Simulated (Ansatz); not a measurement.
Born–Oppenheimer molecular dynamics of a periodic cell of 12 atoms, Cu (surface Cu(111)). It starts from a partly relaxed structure (largest force component 0.08 eV/Å).

Computed with Ansatz 0.2.0, DFT PBE-D3(BJ), scalar-relativistic, plane waves, PAW. Settings: accuracy low, PAW set soft_1, cutoff 420 eV, k mesh 2x2x1, fermi-dirac smearing 0.1 eV, no spin polarisation.

```
ensemble        : NVT, Langevin thermostat
time step       : 3 fs
steps asked     : 220
set temperature : 500 K
friction        : 0.01 /fs
atoms held      : 1 to 4
seed            : 535136
```

Frames 3 fs apart, positions in Å.

Velocities at 450 fs (Å/ps):

```
Cu 0.00 0.00 0.00
Cu 0.00 0.00 0.00
Cu 0.00 0.00 0.00
Cu 0.00 0.00 0.00
Cu 0.45 -0.67 -1.63
Cu 0.30 -1.23 -0.68
Cu 3.02 -3.53 -4.39
Cu 1.89 2.78 0.60
Cu 4.26 -2.87 -1.15
Cu -0.01 -3.75 0.63
Cu -0.22 -2.31 3.72
Cu -3.17 0.75 -0.29
```

```xyz
12
Lattice="5.1053 0.0000 0.0000 2.5527 4.4213 0.0000 0.0000 0.0000 17.1685" Properties=species:S:1:pos:R:3 time_fs=450 energy_less_start_eV=0.484 T=414
Cu 1.276 0.737 1.000
Cu 3.829 0.737 1.000
Cu 2.553 2.948 1.000
Cu 5.105 2.948 1.000
Cu 0.013 1.414 3.032
Cu 2.527 1.360 3.197
Cu 1.509 3.667 3.037
Cu 3.909 3.684 3.057
Cu 0.028 0.031 5.081
Cu 2.603 0.137 5.350
Cu 1.210 2.198 5.010
Cu 3.779 2.201 5.229
12
Lattice="5.1053 0.0000 0.0000 2.5527 4.4213 0.0000 0.0000 0.0000 17.1685" Properties=species:S:1:pos:R:3 time_fs=453 energy_less_start_eV=0.484 T=413
Cu 1.276 0.737 1.000
Cu 3.829 0.737 1.000
Cu 2.553 2.948 1.000
Cu 5.105 2.948 1.000
Cu 0.014 1.413 3.027
Cu 2.530 1.357 3.195
Cu 1.516 3.655 3.022
Cu 3.915 3.691 3.058
Cu 0.040 0.024 5.076
Cu 2.605 0.126 5.352
Cu 1.210 2.191 5.021
Cu 3.770 2.203 5.228
12
Lattice="5.1053 0.0000 0.0000 2.5527 4.4213 0.0000 0.0000 0.0000 17.1685" Properties=species:S:1:pos:R:3 time_fs=456 energy_less_start_eV=0.481 T=496
Cu 1.276 0.737 1.000
Cu 3.829 0.737 1.000
Cu 2.553 2.948 1.000
Cu 5.105 2.948 1.000
Cu 0.011 1.413 3.022
Cu 2.536 1.357 3.193
Cu 1.522 3.642 3.006
Cu 3.922 3.698 3.058
Cu 0.051 0.018 5.071
Cu 2.607 0.113 5.352
Cu 1.211 2.187 5.036
Cu 3.763 2.206 5.224
12
Lattice="5.1053 0.0000 0.0000 2.5527 4.4213 0.0000 0.0000 0.0000 17.1685" Properties=species:S:1:pos:R:3 time_fs=459 energy_less_start_eV=0.474 T=439
Cu 1.276 0.737 1.000
Cu 3.829 0.737 1.000
Cu 2.553 2.948 1.000
Cu 5.105 2.948 1.000
Cu 0.008 1.414 3.018
Cu 2.543 1.358 3.191
Cu 1.524 3.630 2.988
Cu 3.931 3.704 3.059
Cu 0.060 0.015 5.068
Cu 2.610 0.099 5.351
Cu 1.211 2.185 5.051
Cu 3.758 2.208 5.219
12
Lattice="5.1053 0.0000 0.0000 2.5527 4.4213 0.0000 0.0000 0.0000 17.1685" Properties=species:S:1:pos:R:3 time_fs=462 energy_less_start_eV=0.461 T=435
Cu 1.276 0.737 1.000
Cu 3.829 0.737 1.000
Cu 2.553 2.948 1.000
Cu 5.105 2.948 1.000
Cu 0.007 1.417 3.014
Cu 2.552 1.361 3.188
Cu 1.520 3.619 2.972
Cu 3.940 3.709 3.061
Cu 0.068 0.015 5.066
Cu 2.614 0.081 5.349
Cu 1.211 2.184 5.062
Cu 3.752 2.211 5.216
12
Lattice="5.1053 0.0000 0.0000 2.5527 4.4213 0.0000 0.0000 0.0000 17.1685" Properties=species:S:1:pos:R:3 time_fs=465 energy_less_start_eV=0.445 T=462
Cu 1.276 0.737 1.000
Cu 3.829 0.737 1.000
Cu 2.553 2.948 1.000
Cu 5.105 2.948 1.000
Cu 0.009 1.423 3.011
Cu 2.562 1.366 3.184
Cu 1.513 3.611 2.960
Cu 3.947 3.714 3.066
Cu 0.077 0.017 5.062
Cu 2.615 0.061 5.348
Cu 1.211 2.183 5.073
Cu 3.745 2.214 5.211
12
Lattice="5.1053 0.0000 0.0000 2.5527 4.4213 0.0000 0.0000 0.0000 17.1685" Properties=species:S:1:pos:R:3 time_fs=468 energy_less_start_eV=0.431 T=440
Cu 1.276 0.737 1.000
Cu 3.829 0.737 1.000
Cu 2.553 2.948 1.000
Cu 5.105 2.948 1.000
Cu 0.009 1.431 3.008
Cu 2.572 1.375 3.181
Cu 1.505 3.604 2.950
Cu 3.955 3.719 3.071
Cu 0.086 0.019 5.056
Cu 2.614 0.041 5.345
Cu 1.211 2.183 5.083
Cu 3.739 2.215 5.205
12
Lattice="5.1053 0.0000 0.0000 2.5527 4.4213 0.0000 0.0000 0.0000 17.1685" Properties=species:S:1:pos:R:3 time_fs=471 energy_less_start_eV=0.422 T=441
Cu 1.276 0.737 1.000
Cu 3.829 0.737 1.000
Cu 2.553 2.948 1.000
Cu 5.105 2.948 1.000
Cu 0.010 1.437 3.006
Cu 2.584 1.386 3.179
Cu 1.497 3.598 2.945
Cu 3.963 3.726 3.073
Cu 0.095 0.019 5.048
Cu 2.611 0.023 5.344
Cu 1.211 2.183 5.094
Cu 3.734 2.218 5.199
12
Lattice="5.1053 0.0000 0.0000 2.5527 4.4213 0.0000 0.0000 0.0000 17.1685" Properties=species:S:1:pos:R:3 time_fs=474 energy_less_start_eV=0.415 T=461
Cu 1.276 0.737 1.000
Cu 3.829 0.737 1.000
Cu 2.553 2.948 1.000
Cu 5.105 2.948 1.000
Cu 0.010 1.444 3.001
Cu 2.597 1.397 3.176
Cu 1.487 3.594 2.941
Cu 3.971 3.735 3.074
Cu 0.103 0.019 5.040
Cu 2.607 0.006 5.342
Cu 1.211 2.183 5.103
Cu 3.729 2.222 5.193
12
Lattice="5.1053 0.0000 0.0000 2.5527 4.4213 0.0000 0.0000 0.0000 17.1685" Properties=species:S:1:pos:R:3 time_fs=477 energy_less_start_eV=0.410 T=520
Cu 1.276 0.737 1.000
Cu 3.829 0.737 1.000
Cu 2.553 2.948 1.000
Cu 5.105 2.948 1.000
Cu 0.011 1.452 2.998
Cu 2.611 1.407 3.171
Cu 1.476 3.591 2.937
Cu 3.981 3.744 3.075
Cu 0.110 0.019 5.030
Cu 2.603 -0.011 5.337
Cu 1.211 2.186 5.112
Cu 3.725 2.226 5.187
12
Lattice="5.1053 0.0000 0.0000 2.5527 4.4213 0.0000 0.0000 0.0000 17.1685" Properties=species:S:1:pos:R:3 time_fs=480 energy_less_start_eV=0.403 T=454
Cu 1.276 0.737 1.000
Cu 3.829 0.737 1.000
Cu 2.553 2.948 1.000
Cu 5.105 2.948 1.000
Cu 0.014 1.460 2.996
Cu 2.628 1.417 3.163
Cu 1.464 3.588 2.934
Cu 3.989 3.751 3.075
Cu 0.114 0.022 5.019
Cu 2.598 -0.027 5.328
Cu 1.211 2.191 5.121
Cu 3.723 2.227 5.181
12
Lattice="5.1053 0.0000 0.0000 2.5527 4.4213 0.0000 0.0000 0.0000 17.1685" Properties=species:S:1:pos:R:3 time_fs=483 energy_less_start_eV=0.394 T=421
Cu 1.276 0.737 1.000
Cu 3.829 0.737 1.000
Cu 2.553 2.948 1.000
Cu 5.105 2.948 1.000
Cu 0.017 1.467 2.996
Cu 2.643 1.427 3.154
Cu 1.453 3.586 2.934
Cu 3.994 3.756 3.075
Cu 0.114 0.028 5.010
Cu 2.596 -0.041 5.319
Cu 1.212 2.195 5.127
Cu 3.721 2.227 5.175
```

Of the whole run (660 fs, mean temperature of the second half 463 K): A run of 0.66 ps of so small a system gives no equilibrium averages. Limits of this set-up: coarse k mesh, thin slab, slab without dipole correction, low accuracy level.

Run time: 23 min on 2 threads of Arm Neoverse V2, with other jobs on the host, peak memory 0.97 GiB.
